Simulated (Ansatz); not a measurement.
# MoS2 (R3m) in Ansatz: reference runs

Reference runs on MoS2: the cell as given and a disturbed copy.

Program: Ansatz 0.2.0. These are calculated values, not measurements. Logs are shortened: lines on timing, memory, paths and dates and some standing lists are left out, and cuts for length are marked.

### Step 1. Starting point

The structure is trigonal, space group R3m (No. 160). The conventional cell has a = 3.160 Å, b = 3.160 Å, c = 18.450 Å, α = 90.00°, β = 90.00°, γ = 120.00°. Around Mo (site symmetry 3m) lie 6 S at 2.39 Å. S (site symmetry 3m) is surrounded by 3 Mo at 2.39 Å. S (site symmetry 3m) has 3 Mo at 2.39 Å as nearest neighbours.

Measurements of this composition are mostly on another form, of space group No. 194.

### Step 2. Single point, PBE

input.yaml reads:

```yaml
crystal:
  lattice:
    - [1.58, 0.9122134253, 6.15]
    - [-1.58, 0.9122134253, 6.15]
    - [0.0, -1.8244268506, 6.15]
  atoms:
    - { symbol: Mo, position: [0.0, 0.0, 0.0] }
    - { symbol: S, position: [0.417, 0.417, 0.417] }
    - { symbol: S, position: [0.25, 0.25, 0.25] }
hamiltonian:
  xc: pbe
  pseudopotentials: { kind: paw }
kpoints:
  mp_grid: { grid: [10, 10, 10] }
scf:
  occupations: { method: fermi_dirac, width: 0.05 }
output:
  forces: true
  stress: true
  eigenvalues: true
```

Potentials or basis: Ansatz PAW.

On the command line:

```bash
$ ansatz run input.yaml --threads 2 --pin off --max-ram 5120MiB --backend cpu --events-out ev --progress --plain --runs-dir out
```

Standard output:

```text
Warning: RAYON_NUM_THREADS=2 ignored (pool sized by the plan → 2); use --threads N
basis.fft_grid_basis auto: the FFT boxes are laid along the combinations [[1, 0, -1], [0, 1, -1], [0, 0, 1]] of the cell's own vectors, 3.160, 3.160 and 6.415 Å long. The dense box has 24×24×45 points. Along the cell's own vectors, as sized, it would have 45×45×45, 3.52 times as many. Of the 6 symmetry operations that the crystal satisfies within crystal.symmetry.tolerance (time reversal apart; of a slab, those that keep its plane) the dense box along the cell's own vectors carries 6, and the one as laid loses 4 of those. basis.fft_grid_basis: typed keeps the cell's own vectors: state it where this run's energies or levels are differenced outside the engine with another run's, or held beside a run that keeps those vectors.
Engine: ansatz 0.2.0, aarch64-unknown-linux-gnu
Pseudopotentials: kind: paw
Pseudopotential: Mo, paw, valence charge 14, recommended cutoff 420 eV (normal), Mo.paw.azcp
Pseudopotential: S, paw, valence charge 6, recommended cutoff 420 eV (normal), S.paw.azcp
Functional definition: PBE
  parameter kappa = 0.804
  parameter beta = 0.06672455060314922
  exchange = pbe_x(kappa = kappa, mu = beta*pi^2/3)
  correlation = pbe_c(beta = beta)
Crystal: 3 atoms, lattice volume = 53.184 Å³
Basis set: ecut = 420 eV, 1011 PW (Γ), FFT grids on a1−a3, a2−a3, a3, exchange–correlation on 48×48×90 points (8 copies of the dense FFT grid, shifted against one another)
Bands: 17, of which v1, the nominal top of the filled ones, is band 13 counted from 1 (12 counted from 0)
Symmetry: 6 space group operations
Space group: R3m (ITA 160), of the structure as read, at distance tolerance 3.8e-5 Å
k-points: 116 of 1000 (time reversal used)
Non-local potential: Mo, projectors of the file, l = 0: 3, l = 1: 2, l = 2: 2, l = 3: 1
Non-local potential: S, projectors of the file, l = 0: 2, l = 1: 2, l = 2: 2
PAW form: soft (Blöchl's): semilocal exchange-correlation on the pseudo side does not see the compensation charge
PAW one-centre angular grid: Mo, 590 points (default); XC on 64 Gauss nodes
PAW one-centre angular grid: S, 110 points (default); XC on 64 Gauss nodes
Initial density: superposition of atomic densities (neutral atoms: chi_scale 0, normalization atom), corrected by the library's trained network
Initial wavefunctions: pseudopotential atomic-orbital guess
Functional: x = pbe(κ = 0.804, μ = 0.2195149727645171), c = pbe(β = 0.06672455060314922)
SCF iter   1: F=—  HF=-6762.746117 eV  |F-HF|=—  |Δ(HF+E_count)|=         —  Δρ=5.54e-3  dr2=3.90e-3  ethr=1.77e-3  ⟨swp⟩=5.9  Hψ=10973  notcnv=0
preconditioner: auto → none  [insulator: Δε(μ)=0.959 eV  Ē_g=8.245 eV  σ=0.050 eV  W_gap=1.00  n_scr=16 (ndim 8)  ℏωp=21.6 eV  f_vac=0.016  D(μ)=0.00/eV (n_scr^D=0)  ε∞_Penn≈7.9]
SCF iter   2: F=—  HF=-6762.750422 eV  |F-HF|=—  |Δ(HF+E_count)|=   4.31e-3  Δρ=2.92e-3  dr2=1.56e-3  ethr=1.50e-5  ⟨swp⟩=2.1  Hψ=3987  notcnv=0
SCF iter   3: F=—  HF=-6762.753054 eV  |F-HF|=—  |Δ(HF+E_count)|=   2.63e-3  Δρ=2.18e-3  dr2=6.71e-3  ethr=6.01e-6  ⟨swp⟩=2.5  Hψ=3330  notcnv=0  recentre
SCF iter   4: F=—  HF=-6762.752420 eV  |F-HF|=—  |Δ(HF+E_count)|=   6.35e-4  Δρ=4.23e-4  dr2=1.21e-4  ethr=6.01e-6  ⟨swp⟩=2.0  Hψ=2775  notcnv=0
SCF iter   5: F=—  HF=-6762.752424 eV  |F-HF|=—  |Δ(HF+E_count)|=   4.72e-6  Δρ=1.14e-4  dr2=1.70e-5  ethr=4.65e-7  ⟨swp⟩=2.1  Hψ=2854  notcnv=0
SCF iter   6: F=—  HF=-6762.752422 eV  |F-HF|=—  |Δ(HF+E_count)|=   2.29e-6  Δρ=5.30e-5  dr2=1.15e-6  ethr=6.55e-8  ⟨swp⟩=2.1  Hψ=2611  notcnv=0
SCF iter   7: F=-6762.752423 eV  HF=-6762.752423 eV  |F-HF|=1.22e-7  |Δ(HF+E_count)|=   7.81e-7  Δρ=1.59e-5  dr2=9.18e-8  ethr=3.85e-10  ⟨swp⟩=4.2  Hψ=9098  notcnv=0
SCF 1 converged in 7 iterations: F = -6762.752423 eV  dr2 = 9.18e-8
SCF converged after 7 iterations
Free energy (F): -6762.752423 eV
Harris-Foulkes:  -6762.752423 eV  (|F-HF|=1.22e-7)
Internal energy: -6762.752422 eV  (E = F + TS)
E sigma→0 (E₀):  -6762.752423 eV
Entropy (-TS):   -0.000001 eV (-0.000 meV/atom)
Fermi energy:    11.513103 eV
--- Per-component energies (eV) ---
  E_band       = -154.286432
  E_kinetic    = 657.952023
  E_local      = -1989.406078  (includes V_loc(G=0)·N_el)
  E_nonlocal   = 199.331741
  E_hartree    = 768.662954
  E_xc         = -379.222579
  E_vxc        = -405.973585  (∫ρ·V_xc dr)
  E_paw        = -4401.667921  (= ΣΔE_a)
  E_vpaw       = -153.508205  (= ΣTr[D̂ρ^β])
  E_aug_tail   = 0.000037  (compensation charges beyond the density's cutoff)
  E_ewald      = -1618.402598
  E_smearing   = -0.000001  (= −TS)
  E_closure    = 0.000000  (closes the sum)
  Σ components = -6762.752423   (vs F -6762.752423, Δ=0.00e0)
--- Forces (eV/Å), atoms counted from 1 ---
  atom   1  Mo     0.00000000    -0.00000000     0.08641807
  atom   2  S     -0.00000000     0.00000000     0.43476990
  atom   3  S     -0.00000000    -0.00000000    -0.52124517
  max |Σ_I F_I| component: 5.72e-5 eV/Å
--- Stress (GPa, compression-positive) ---
        4.550016       0.000000       0.000000
        0.000000       4.550016       0.000000
       -0.000000       0.000000       6.953360
  P = ⅓ Tr σ = 5.3511 GPa (53.511 kbar)
--- Band table (eV; the first three rows and the last of 116) ---
  k-point 0: bands = ["-50.4859", "-24.6489", "-24.4191", "-24.4191", "-4.0439", "-2.3204", "4.0765", "7.6075", "7.6075", "8.7432", "8.7432", "9.8203", "9.9178", "13.1094", "13.1094", "13.5304", "13.5304"]
  k-point 1: bands = ["-50.4819", "-24.6410", "-24.4591", "-24.4281", "-3.8884", "-2.2738", "4.2551", "7.2883", "7.7691", "8.2248", "8.5050", "9.8266", "10.0760", "13.0111", "13.0790", "13.3238", "13.4099"]
  k-point 2: bands = ["-50.4715", "-24.6202", "-24.5625", "-24.4517", "-3.4560", "-2.1442", "4.6714", "6.6309", "7.3404", "7.9891", "8.2098", "9.6405", "9.8179", "12.4064", "13.0170", "13.3551", "13.8897"]
  k-point 115: bands = ["-50.4859", "-24.6491", "-24.4191", "-24.4191", "-3.7994", "-2.7359", "5.0560", "7.5878", "7.5934", "7.5934", "8.7705", "8.7705", "11.0948", "13.2047", "13.2047", "13.3971", "13.3971"]
```

It took 4 s on 2 threads of Arm Neoverse V2, shared host; peak memory 0.4 GiB.

Results:

```yaml
Free_energy: -6762.7524 eV
Pressure: 5.4 GPa
Largest_force: 0.521 eV/Å
Band_gap_on_the_k_mesh: 0.95 eV, indirect (least direct gap 1.96 eV)
```

Forces on the atoms (eV/Å):
```
Mo   0.000  0.000  0.086
S    0.000  0.000  0.435
S    0.000  0.000 -0.521
```

Levels at points of the mesh, in eV from the valence-band top:
```csv
k point,band 9,band 10,band 11,band 12,band 13,band 14,band 15,band 16,band 17
"(0.00, 0.00, 0.00)",-3.49,-2.35,-2.35,-1.27,-1.18,2.01,2.01,2.44,2.44
"(0.00, 0.00, -0.50)",-5.07,-4.07,-2.36,-1.68,-1.50,1.57,2.00,3.46,3.49
"(0.00, -0.50, -0.50)",-4.78,-4.00,-2.93,-1.86,-1.33,1.52,2.12,3.00,3.91
"(-0.50, -0.50, -0.50)",-3.50,-3.50,-2.32,-2.32,0.00,2.11,2.11,2.30,2.30
```

### Step 3. Single point, PBE (atoms moved at random, drawn with an rms of 0.05 Å)

input.yaml: that of step 2 with these lines changed.

```diff
@@ -6,5 +6,5 @@
   atoms:
-    - { symbol: Mo, position: [0.0, 0.0, 0.0] }
-    - { symbol: S, position: [0.417, 0.417, 0.417] }
-    - { symbol: S, position: [0.25, 0.25, 0.25] }
+    - { symbol: Mo, position: [0.001086, -0.005346, 0.002286] }
+    - { symbol: S, position: [0.393819, 0.431755, 0.433589] }
+    - { symbol: S, position: [0.241998, 0.243943, 0.260312] }
 hamiltonian:
```

Potentials or basis: Ansatz PAW.

On the command line:

```bash
$ ansatz run input.yaml --threads 2 --pin off --max-ram 5120MiB --backend cpu --events-out ev --progress --plain --runs-dir out
```

Run time: 18 s. Hardware: 2 threads of Arm Neoverse V2, shared host; peak memory 0.7 GiB.

Results (log left out):

```yaml
Free_energy: -6762.7194 eV
Pressure: 2.0 GPa
Largest_force: 1.208 eV/Å
Band_gap_on_the_k_mesh: 0.89 eV, indirect (least direct gap 1.91 eV)
```

Forces on the atoms (eV/Å):
```
Mo  -0.774 -0.508  0.776
S    0.611  0.252 -0.584
S    0.162  0.256 -0.192
```

Stress tensor (GPa, compression positive):
```
 2.03 -0.70  2.08
-0.70  3.01  0.02
 2.08  0.02  1.02
```

Levels at points of the mesh, in eV from the valence-band top:
| k point | band 10 | band 11 | band 12 | band 13 | band 14 | band 15 | band 16 | band 17 |
| --- | --- | --- | --- | --- | --- | --- | --- | --- |
| (0.00, 0.00, 0.00) | -2.30 | -1.88 | -1.34 | -1.04 | 1.80 | 2.25 | 2.40 | 2.55 |
| (0.00, 0.00, -0.50) | -3.77 | -2.39 | -1.62 | -1.28 | 1.67 | 2.07 | 3.22 | 3.69 |
| (0.00, -0.50, 0.00) | -3.79 | -2.42 | -1.62 | -1.26 | 1.67 | 2.08 | 3.20 | 3.67 |
| (0.00, -0.50, -0.50) | -3.83 | -2.89 | -1.70 | -1.12 | 1.68 | 2.17 | 2.86 | 3.91 |
| (-0.50, 0.00, 0.00) | -3.91 | -2.19 | -1.49 | -1.35 | 1.74 | 2.06 | 3.35 | 3.44 |
| (-0.50, 0.00, -0.50) | -3.71 | -2.95 | -1.70 | -1.20 | 1.63 | 2.18 | 3.07 | 3.88 |
| (-0.50, -0.50, 0.00) | -3.70 | -2.98 | -1.70 | -1.21 | 1.63 | 2.18 | 3.06 | 3.86 |
| (-0.50, -0.50, -0.50) | -3.15 | -2.27 | -1.83 | 0.00 | 1.91 | 2.16 | 2.39 | 2.46 |

A k mesh can miss the band edges.
